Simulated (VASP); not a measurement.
Consider the following.

```
NaBr
1.0
    0.00000     2.89432     2.89432
    2.89432     0.00000     2.89432
    2.89432     2.89432     0.00000
Na Br
1 1
Direct
  0.00000   0.00000   0.00000
  0.50000   0.50000   0.50000
```

Level of theory: LDA (Ceperley-Alder, Perdew-Zunger), VASP's LDA PAW potentials (set 64) (plane waves; VASP). Run with 520 eV cut-off, Gaussian smearing of 0.050 eV, potentials Na_pv Br.

Task: What does the run give for the band gap (along the path) with the smallest direct gap where there is one?

Result: 
```
Item                                    Value
------------------------------------  -------
band gap (along the path)             4.09 eV
smallest direct gap (along the path)  4.09 eV
```

Only differences to runs with the same potentials and settings are physical.

The compound is NaBr in the rock salt structure. It was relaxed first, which changed the volume by -9 %.
